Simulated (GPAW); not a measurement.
# Ag (Fm-3m) in GPAW: further runs

Runs on Ag. Level: PBE. Tasks: single point.

All numbers are computed with GPAW 26.7.0; they aren't measurements. Logs are shortened: lines on timing, memory, paths and dates and some standing lists are left out, and cuts for length are marked. The log counts tension as positive stress, the text compression.

## (1) Starting point

The structure is cubic, space group Fm-3m (No. 225). The conventional cell has a = 4.085 Å, b = 4.085 Å, c = 4.085 Å, α = 90.00°, β = 90.00°, γ = 90.00°. Ag (site symmetry m-3m) has 12 Ag at 2.89 Å as nearest neighbours.

## (2) Single point, PBE

The input, run.py:

```python
from ase.dft.bandgap import bandgap
from ase.io import read, write
from ase.units import GPa
from gpaw import GPAW, PW

atoms = read('Ag.cif')

calc = GPAW(mode=PW(500),
            xc='PBE',
            kpts={'size': (9, 9, 9), 'gamma': True},
            occupations={'name': 'fermi-dirac', 'width': 0.01},
            nbands=18,
            convergence={'density': 1e-05, 'energy': 1e-05},
            maxiter=150,
            txt='gpaw.txt')
atoms.calc = calc
energy = atoms.get_potential_energy()
forces = atoms.get_forces()
stress = atoms.get_stress()
calc.write('gs.gpw')
write('result.traj', atoms)
print(f'Energy: {energy:.6f} eV')
print('Forces (eV/A):')
print(forces.round(4))
print('Stress (GPa):', (stress / GPa).round(3))
print('Fermi level:', round(calc.get_fermi_level(), 4), 'eV')
print(f'Gap: {bandgap(calc)[0]:.4f} eV, direct: {bandgap(calc, direct=True)[0]:.4f} eV')
```

The input, Ag.cif:

```cif
data_Ag
_cell_length_a 2.88888475
_cell_length_b 2.88888475
_cell_length_c 2.88888475
_cell_angle_alpha 60.00000000
_cell_angle_beta 60.00000000
_cell_angle_gamma 60.00000000
_space_group_name_H-M_alt 'P1'
_space_group_name_Hall 'P 1'
_space_group_IT_number 1
loop_
_space_group_symop_operation_xyz
'x,y,z'
loop_
_atom_site_label
_atom_site_type_symbol
_atom_site_symmetry_multiplicity
_atom_site_Wyckoff_symbol
_atom_site_fract_x
_atom_site_fract_y
_atom_site_fract_z
_atom_site_occupancy
Ag1 Ag 1 a 0.0000000000 0.0000000000 0.0000000000 1
```

Potentials or basis: GPAW PAW data sets (gpaw-data 1.2.1), pw.

Started as:

```bash
$ OMP_NUM_THREADS=1 python run.py
```

gpaw.txt:

```text
__  _  _
 | _ |_)|_||  |
 |__||  | ||/\| - 26.7.0

Input parameters:
  mode=PW(ecut=500.0),
  convergence={'density': 1e-05, 'energy': 1e-05},
  kpts=MonkhorstPack(size=(9, 9, 9), gamma=True),
  maxiter=150,
  nbands=18,
  occupations=Occupations(name='fermi-dirac', width=0.01),
  xc=XC(name='PBE')

Diagonalizing LCAO Hamiltonian
Converting LCAO to pw mode

       Ag

Atoms  # Å, Bohr magnetons
|   | symbol |        x |        y |        z |    initial magnetic moments |
|---|--------|----------|----------|----------|-----------------------------|
| 0 |     Ag | 0.000000 | 0.000000 | 0.000000 | ( 0.0000,  0.0000,  0.0000) |

Unit cell  # Å
| periodic |        x |        y |        z |  lengths |    angles |
|----------|----------|----------|----------|----------|-----------|
|      yes | 2.888885 | 0.000000 | 0.000000 | 2.888885 | 60.000000 |
|      yes | 1.444442 | 2.501848 | 0.000000 | 2.888885 | 60.000000 |
|      yes | 1.444442 | 0.833949 | 2.358765 | 2.888885 | 60.000000 |

Number of symmetries: 48
Symmetry operations  # r_c * U_cc + t_c -> r_c
|    | kind |            matrix            |
|----|------|------------------------------|
|  0 |  σ   |  1, 0, 0,  1, 0,-1,  1,-1, 0 |
|  1 |  C2  |  1, 0, 0,  1,-1, 0,  1, 0,-1 |
|  2 |  E   |  1, 0, 0,  0, 1, 0,  0, 0, 1 |
|  3 |  σ   |  1, 0, 0,  0, 0, 1,  0, 1, 0 |
|  4 |  C4  |  1, 0,-1,  1, 0, 0,  1,-1, 0 |
|  5 |  S6  |  1, 0,-1,  1,-1, 0,  1, 0, 0 |
|  6 |  σ   |  1, 0,-1,  0, 1,-1,  0, 0,-1 |
|  7 |  C3  |  1, 0,-1,  0, 0,-1,  0, 1,-1 |
|  8 |  S6  |  1,-1, 0,  1, 0, 0,  1, 0,-1 |
|  9 |  C4  |  1,-1, 0,  1, 0,-1,  1, 0, 0 |
| 10 |  C3  |  1,-1, 0,  0,-1, 1,  0,-1, 0 |
| 11 |  σ   |  1,-1, 0,  0,-1, 0,  0,-1, 1 |
| 12 |  σ   |  0, 1, 0,  1, 0, 0,  0, 0, 1 |
| 13 |  C4  |  0, 1, 0,  0, 1,-1, -1, 1, 0 |
| 14 |  C3  |  0, 1, 0,  0, 0, 1,  1, 0, 0 |
| 15 |  S6  |  0, 1, 0, -1, 1, 0,  0, 1,-1 |
| 16 |  C2  |  0, 1,-1,  1, 0,-1,  0, 0,-1 |
| 17 |  σ   |  0, 1,-1,  0, 1, 0, -1, 1, 0 |
| 18 |  S4  |  0, 1,-1,  0, 0,-1,  1, 0,-1 |
| 19 |  C4  |  0, 1,-1, -1, 1, 0,  0, 1, 0 |
| 20 |  C3  |  0, 0, 1,  1, 0, 0,  0, 1, 0 |
| 21 |  σ   |  0, 0, 1,  0, 1, 0,  1, 0, 0 |
| 22 |  S6  |  0, 0, 1,  0,-1, 1, -1, 0, 1 |
| 23 |  C4  |  0, 0, 1, -1, 0, 1,  0,-1, 1 |
| 24 |  S4  |  0, 0,-1,  1, 0,-1,  0, 1,-1 |
| 25 |  C3  |  0, 0,-1,  0, 1,-1,  1, 0,-1 |
| 26 |  C2  |  0, 0,-1,  0,-1, 0, -1, 0, 0 |
| 27 |  S6  |  0, 0,-1, -1, 0, 0,  0,-1, 0 |
| 28 |  S4  |  0,-1, 1,  1,-1, 0,  0,-1, 0 |
| 29 |  C4  |  0,-1, 1,  0, 0, 1, -1, 0, 1 |
| 30 |  C2  |  0,-1, 1,  0,-1, 0,  1,-1, 0 |
| 31 |  σ   |  0,-1, 1, -1, 0, 1,  0, 0, 1 |
| 32 |  C3  |  0,-1, 0,  1,-1, 0,  0,-1, 1 |
| 33 |  S6  |  0,-1, 0,  0, 0,-1, -1, 0, 0 |
| 34 |  S4  |  0,-1, 0,  0,-1, 1,  1,-1, 0 |
| 35 |  C2  |  0,-1, 0, -1, 0, 0,  0, 0,-1 |
| 36 |  C2  | -1, 1, 0,  0, 1, 0,  0, 1,-1 |
| 37 |  S6  | -1, 1, 0,  0, 1,-1,  0, 1, 0 |
| 38 |  S4  | -1, 1, 0, -1, 0, 1, -1, 0, 0 |
| 39 |  C3  | -1, 1, 0, -1, 0, 0, -1, 0, 1 |
| 40 |  S6  | -1, 0, 1,  0, 0, 1,  0,-1, 1 |
| 41 |  C2  | -1, 0, 1,  0,-1, 1,  0, 0, 1 |
| 42 |  C3  | -1, 0, 1, -1, 1, 0, -1, 0, 0 |
| 43 |  S4  | -1, 0, 1, -1, 0, 0, -1, 1, 0 |
| 44 |  C2  | -1, 0, 0,  0, 0,-1,  0,-1, 0 |
| 45 |  i   | -1, 0, 0,  0,-1, 0,  0, 0,-1 |
| 46 |  σ   | -1, 0, 0, -1, 1, 0, -1, 0, 1 |
| 47 |  C2  | -1, 0, 0, -1, 0, 1, -1, 1, 0 |

BZ-sampling:
  Number of BZ points: 729
  Number of IBZ points: 35

  Monkhorst-Pack size: [9, 9, 9]
  Monkhorst-Pack shift: [0, 0, 0]

K-points  # in reciprocal-cell coordinates
|     |                                coordinates |     weight |
|-----|--------------------------------------------|------------|
|   0 | (  0.00000000,   0.00000000,   0.00000000) | 0.00137174 |
|   1 | (  0.11111111,   0.11111111,   0.00000000) | 0.00823045 |
|   2 | (  0.11111111,   0.11111111,   0.11111111) | 0.01097394 |
|   3 | (  0.22222222,   0.11111111,   0.11111111) | 0.01646091 |
|   4 | (  0.22222222,   0.22222222,   0.00000000) | 0.00823045 |
|   5 | (  0.22222222,   0.22222222,   0.11111111) | 0.03292181 |
|   6 | (  0.22222222,   0.22222222,   0.22222222) | 0.01097394 |
|   7 | (  0.33333333,   0.22222222,   0.11111111) | 0.03292181 |
|   8 | (  0.33333333,   0.22222222,   0.22222222) | 0.03292181 |
|   9 | (  0.33333333,   0.33333333,  -0.33333333) | 0.01646091 |
| ... |                                            |            |
|  34 | (  0.44444444,   0.44444444,   0.44444444) | 0.01097394 |

Plane wave coefficients: 448
Cutoff: 500.0 eV

Spin-components: 1 (collinear spins)
Bands:           18
Projectors:      6
Spin-degeneracy: 2
Datatype:        complex128

Density:
  Valence electrons: 17.0
  Components: 1
  Grid points: [15 15 15]
  Charge: 0.0  # |e|

Potential:
  Grid points: [15 15 15]

species:
  Ag:
    name:    Silver
    Z:       47.0
    valence: 17
    core:    30
    charge:  0.0  # [|e|]
    compensation charges:
      type: gauss
      rc: 0.40  # [Å]
      lmax: 2
    cutoffs:
      filter: 2.35  # [Å]
      core: 2.19  # [Å]
    projectors
    | kind |    occ | energy [eV] | rcut [Å] |
    |------|--------|-------------|----------|
    |   5s |  1.000 |      -4.401 |    1.286 |
    |   4p |  6.000 |     -58.577 |    1.328 |
    |   5p |  0.000 |      -0.738 |    1.328 |
    |   4d | 10.000 |      -7.446 |    1.180 |
    |    s |        |      22.811 |    1.286 |
    |    d |        |      19.766 |    1.180 |

    Using partial waves for Ag as LCAO basis

Reference energy: -144597.826354  # eV

eigensolver:
  PPCG
  Converge bands: occupied
  niter=2

density mixing:
  MSR1-Mixer
  Pratt-step length: 0.05
  Maximum mixing coefficient: 0.75
  Old densities: 10
  SVD Regularization: 0.005
  Good broyden scale: 1.0
  Trust region scale: 1.0
  Backstep threshold: 4.0
  History deletion threshold: 6.0
  Fourier metric: weight=20.0, sigma=0.015

occupation numbers:
  Fermi-Dirac:
    width: 0.0100  # eV

poisson solver:
  ecut: 4000.0  # eV

xc functional:
  name: PBE with 2 nearest neighbor stencil

convergence criteria:
- Maximum integral of absolute [dens]ity change: 1e-05 electrons / valence electron
- Maximum [total energy] change in last 3 cyles: 1e-05 eV / valence electron
- Maximum integral of absolute [eigenst]ate change: 4e-08 eV^2 / valence electron
maximum number of iterations: 150

SCF iterations
|iter     | |      energy | eigst |  dens |
|---------|-|-------------|-------|-------|
|iter:   1| |   -3.127642 | -0.68 |       |
|iter:   2| |   -3.064711 | -3.49 | -1.31 |
|iter:   3| |   -2.876640 | -3.17 | -1.37 |
|iter:   4| |   -2.874148 | -4.38 | -2.14 |
|iter:   5| |   -2.873415 | -4.38 | -2.40 |
|iter:   6| |   -2.873417 | -7.04 | -3.88 |
|iter:   7| |   -2.873417c| -7.50c| -4.14 |
|iter:   8| |   -2.873417c| -8.95c| -5.44c|

Converged in 8 steps
Energy contributions relative to reference atoms: (reference = -144597.826354)

Energy contributions:
  Kinetic:          -0.605437
  Coulomb:          -0.541527
  Zero:              0.171506
  External:          0.000000
  Xc:               -1.897882
  Entropy:          -0.000154
  Spinorbit:         0.000000
  ----------------------------
  Free energy:      -2.873494
  Extrapolated:     -2.873417

dipole moment: (-18.047458, -10.419704, -7.367844)  # |e|*Ang

Fermi level: 8.682
Eigenvalues  # (at kpt = [0.000, 0.000, 0.000])
| band index |      eig [eV] | occ [0-2] |
|------------|---------------|-----------|
|          0 |       -47.118 |     2.000 |
|          1 |       -47.118 |     2.000 |
|          2 |       -47.118 |     2.000 |
|          3 |         0.478 |     2.000 |
|          4 |         3.489 |     2.000 |
|          5 |         3.489 |     2.000 |
|          6 |         3.489 |     2.000 |
|          7 |         4.528 |     2.000 |
|          8 |         4.528 |     2.000 |
|          9 |        24.499 |     0.000 |
|         10 |        28.153 |     0.000 |
|         11 |        28.153 |     0.000 |
|         12 |        28.153 |     0.000 |
|         13 |        32.584 |     0.000 |
|         14 |        33.531 |     0.000 |
|         15 |        33.531 |     0.000 |
|         16 |        33.531 |     0.000 |
|         17 |        38.785 |     0.000 |

No gap
No difference between direct/indirect transitions

Forces  # eV/Ang
|        x |        y |       z |
|----------|----------|---------|
| -0.00000 | -0.00000 | 0.00000 |  # Ag   0

Stress tensor  # eV/Ang^3
|         x |         y |         z |
|-----------|-----------|-----------|
| -0.026721 | -0.000000 | -0.000000 |
| -0.000000 | -0.026721 |  0.000000 |
| -0.000000 |  0.000000 | -0.026721 |

# Writing to gs.gpw (mode='')
```

Run time: 6.2 s. Hardware: 1 thread of Arm Neoverse V1, shared host; peak memory 0.13 GiB.

Results:

| Item | Value |
| --- | --- |
| Free energy | -2.8735 eV |
| Pressure | 4.3 GPa |
| Band gap on the k mesh | none (metal or under the smearing width) |

Caveat: the cutoff is short for stress and forces, so pressures can be off by a GPa or more.

## (3) Single point, PBE (cell strained at random at fixed volume)

run.py: that of step 2 with these lines changed.

```diff
@@ -1,3 +1,4 @@
+from ase import Atoms
 from ase.dft.bandgap import bandgap
-from ase.io import read, write
+from ase.io import write
 from ase.units import GPa
@@ -5,3 +6,8 @@
 
-atoms = read('Ag.cif')
+atoms = Atoms(['Ag'],
+              cell=[[-0.017202, 2.054912, 2.030445],
+                    [2.029814, -0.02984, 2.043083],
+                    [2.004775, 2.042511, -0.004801]],
+              scaled_positions=[[0.0, 0.0, 0.0]],
+              pbc=True)
 
@@ -11,3 +17,4 @@
             occupations={'name': 'fermi-dirac', 'width': 0.01},
-            nbands=18,
+            setups={'Ag': '11'},
+            nbands=-10,
             convergence={'density': 1e-05, 'energy': 1e-05},
```

Potentials or basis: GPAW PAW data sets (gpaw-data 1.2.1), other valence, pw.

Started as:

```bash
$ OMP_NUM_THREADS=1 python run.py
```

Wall time 41 s (1 thread of Arm Neoverse V1, shared host); peak memory 0.18 GiB.

The run converged. Its results:

* Free energy: -2.6619 eV
* Pressure: 5.3 GPa
* Band gap on the k mesh: none (metal or under the smearing width)

Stress tensor (GPa, compression positive):
```
 6.07  1.43 -0.24
 1.43  4.52  0.53
-0.24  0.53  5.43
```

Levels at points of the mesh, in eV from the Fermi level:
```
           k point  band 2  band 3  band 4  band 5  band 6  band 7  band 8  band 9  band 10  band 11
(0.00, 0.00, 0.00)   -5.22   -5.11   -5.04   -4.15   -4.04   16.73   19.61   20.14    20.44    24.11
```

Caveat: the cutoff is short for stress and forces, so pressures can be off by a GPa or more.
